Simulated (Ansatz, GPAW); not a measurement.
This is a calculation of InP for GPAW 26.7.0 (ASE script). 

File run.py:

```python
from ase.dft.bandgap import bandgap
from ase.io import read, write
from ase.units import GPa
from gpaw import GPAW, PW, setup_paths

setup_paths.insert(0, '.')

atoms = read('InP.xyz')

calc = GPAW(mode=PW(600),
            xc='PBEsol',
            kpts={'size': (8, 8, 8), 'gamma': True},
            occupations={'name': 'methfessel-paxton', 'order': 0, 'width': 0.05},
            nbands=18,
            convergence={'density': 1e-05, 'energy': 1e-05},
            maxiter=150,
            txt='gpaw.txt')
atoms.calc = calc
energy = atoms.get_potential_energy()
forces = atoms.get_forces()
stress = atoms.get_stress()
calc.write('gs.gpw')
write('result.traj', atoms)
print(f'Energy: {energy:.6f} eV')
print('Forces (eV/A):')
print(forces.round(4))
print('Stress (GPa):', (stress / GPa).round(3))
print('Fermi level:', round(calc.get_fermi_level(), 4), 'eV')
print(f'Gap: {bandgap(calc)[0]:.4f} eV, direct: {bandgap(calc, direct=True)[0]:.4f} eV')
```

The input InP.xyz:

```xyz
2
Lattice="0.0000000000 2.9305000000 2.9305000000 2.9305000000 0.0000000000 2.9305000000 2.9305000000 2.9305000000 0.0000000000" Properties=species:S:1:pos:R:3 pbc="T T T"
In     0.0000000000      0.0000000000      0.0000000000
P      4.3957500000      4.3957500000      4.3957500000
```

Potentials or basis: PAW data sets generated in the run's folder for this functional, pw.

Run with:

```console
$ gpaw-setup -f PBEsol In P
$ OMP_NUM_THREADS=1 python run.py
```

Problem. Translate it to Ansatz 0.2.0. Potentials or basis there: all-electron LAPW, scalar-relativistic.

Solution. As run (cutoffs and basis follow the program's own potentials, and thresholds, step limits or extra output files can differ):

Contents of input.yaml:

```yaml
crystal:
  lattice:
    - [0.0, 2.9305, 2.9305]
    - [2.9305, 0.0, 2.9305]
    - [2.9305, 2.9305, 0.0]
  atoms:
    - { symbol: In, position: [0.0, 0.0, 0.0] }
    - { symbol: P, position: [0.75, 0.75, 0.75] }
kpoints:
  mp_grid: { grid: [8, 8, 8] }
scf:
  occupations: { method: gaussian, width: 0.05 }
hamiltonian:
  xc: pbesol
  pseudopotentials: { kind: all_electron, lapw: { basis_error: 0.001 } }
output:
  forces: true
  stress: true
  eigenvalues: true
```

Potentials or basis: all-electron LAPW, scalar-relativistic.

Run with:

```bash
$ ansatz run input.yaml --threads 1 --pin off --max-ram 3072MiB --backend cpu --events-out ev --progress --plain --runs-dir out
```

Both were run:

|  | GPAW | Ansatz |
| --- | --- | --- |
| Pressure | 0.4 GPa | 0.6 GPa |

Where Ansatz's input types no cutoff or centring, it takes its own default and a Γ-centred mesh.

Pressure is positive in compression.
